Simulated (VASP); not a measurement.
Write the native input for VASP 6.6.1 that does the following.

```
Task                   : single point
Functional             : PBE
Dispersion             : D3(BJ)
Potentials or basis    : VASP PAW PBE potentials, release 64 (O, H, C)
Cutoff                 : 520 eV
k mesh                 : 1 × 1 × 1
Occupations            : fermi-dirac, width 0.02 eV
Spin                   : no spin polarisation
Dipole correction      : no
Further INCAR settings : LREAL = Auto; ALGO = Normal; EDIFF = 1e-06; NBANDS = 70
```

The structure of H20CO12 lies in POSCAR:

```
H20CO12
1.0
    7.3839930000      0.0000000000      0.0000000000
    0.0000000000      7.3839930000      0.0000000000
    0.0000000000      0.0000000000      7.3839930000
O H C
12 20 1
Direct
    0.7642612879      0.5746484321      0.0329225664
    0.6251901918      0.6380964879      0.5828960022
    0.1171859182      0.3026275892      0.3512598129
    0.2642878995      0.4246482899      1.0324766018
    0.4551331509      0.7891800547      0.0028575325
    1.0231049786      0.6540499158      0.6257996182
   -0.2250272989      0.1459779282      0.3721969942
    0.6115525841      0.2465603637      0.0668473006
    0.3516931828      0.3529932924      0.6723868779
    0.6416447036      0.0572589925      0.7117151926
    0.2977115498      0.7172000298      0.3241200256
    0.0303629757      0.8787386445      0.2792527024
    0.8315961296      0.5575574083     -0.0744854444
    0.6659269585      0.6594534962      0.0118364143
    0.5433374598      0.5448136259      0.6267205291
    0.5677551428      0.6584513284      0.4667393374
    0.1412650310      0.3646671929      0.2333154975
   -0.0104821334      0.2881096989      0.3615388043
    0.2647348122      0.4354825363      0.8905479732
    0.3865388280      0.3600897238      1.0380562387
    0.4408725740      0.8558783845     -0.1119177659
    0.3836000386      0.6792530816     -0.0052952380
    0.8937982471      0.6586815562      0.6029664438
    1.0794430601      0.5621077918      0.5410351825
   -0.1573403442      0.0362405544      0.3462083455
   -0.2955311577      0.1680933338      0.2636920160
    0.6874193949      0.3640035953      0.0818121036
    0.6415634468      0.2135294549     -0.0646398229
    0.2798892144      0.3001492553      0.5689062815
    0.4176331153      0.2464384785      0.7096702286
    0.6162519385     -0.0736322475      0.6985651259
    0.6998652355      0.0934724613      0.6015715345
    0.1657368852      0.8024113782      0.3145858887
```

The cell was built by a generator and needn't be a form met in nature.

The input as run:

INCAR

```
  PREC = Accurate
  ENCUT = 520
  EDIFF = 1E-6
  ISMEAR = -1
  SIGMA = 0.02
  LREAL = Auto
  LASPH = T
  NELM = 100
  ALGO = Normal
  ISIF = 2
  LWAVE = F
  LCHARG = T
  GGA = PE
  IVDW = 12
  LELF = T
  LVHAR = T
  NBANDS = 70
```

KPOINTS

```
regular mesh
0
Gamma
  1 1 1
```

Potentials or basis: VASP PAW PBE potentials, release 64 (O, H, C).

The run is started by

```sh
$ cat potpaw_PBE.64/O/POTCAR potpaw_PBE.64/H/POTCAR potpaw_PBE.64/C/POTCAR > POTCAR
$ mpirun -np 1 vasp_gam > vasp.out
```

Results of the run:

```yaml
Pressure: -0.4 GPa
Largest_force: 3.151 eV/Å
Band_gap_on_the_k_mesh: 4.51 eV, direct
Dispersion_energy_per_atom: -0.031 eV
```

Caveat: the standard files for N, O and F lose accuracy on very short bonds.

Wall time 62 s on 1 thread of Intel(R) Xeon(R) Platinum 8259CL CPU @ 2.50GHz (Skylake/Cascade Lake), on a shared host, peak memory 0.38 GiB.
